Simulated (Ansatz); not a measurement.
Here is the system:

Starting cell, BeO (wurtzite):

```yaml
crystal:
  lattice:
    - [2.71181, 0.00000, 0.00000]
    - [-1.35591, 2.34850, 0.00000]
    - [0.00000, 0.00000, 4.40456]
  atoms:
    - { symbol: Be, position: [0.66667, 0.33333, 0.00149] }
    - { symbol: Be, position: [0.33333, 0.66667, 0.50149] }
    - { symbol: O, position: [0.66667, 0.33333, 0.62371] }
    - { symbol: O, position: [0.33333, 0.66667, 0.12371] }
```

In this cell atom 2 (Be, nearest neighbour O at 1.656 Å; its periodic images, 2.7 Å or more away, move with it) is moved by s towards the nearest neighbour, unit vector (0.000, 0.946, 0.325); all other atoms and the cell stay fixed.

The numbers are results of PBE (plane waves to 420 eV, PAW, scalar-relativistic; Ansatz, a quantum-chemistry and plane-wave program), not measurements. k mesh 11×11×6 (Γ-centred), Fermi-Dirac smearing 0.05 eV. Energies are smeared free energies. BeO was relaxed with its symmetry unable to fall. The zero of ΔE is the undisplaced structure.

The scan covers s from -0.330 to 0.330 Å in 11 points.

### Question
Is this a single well or a double well?

### Answer
A single well with its minimum at or next to zero displacement.

### Question
Is the energy the same for displacements of ±0.330 Å, and if not, which side lies higher?

### Answer
Not even: the positive side lies higher at ±0.330 Å. With its periodic images moving along, the atom's site symmetry in this cell is 3m..

### Question
What is the energy change at s = 0.330 Å?

### Answer
1093 meV/cell.

### Question
What force acts on the atom along the line at s = -0.330 Å?

### Answer
1.70 eV/Å.

### Question
What is the force constant k = d²E/ds² of this move at s = 0?

### Answer
11.4 eV/Å².

(For displaced atoms, the force is minus the slope of the energy, and its curvature is a force constant, which sets phonon frequencies.)
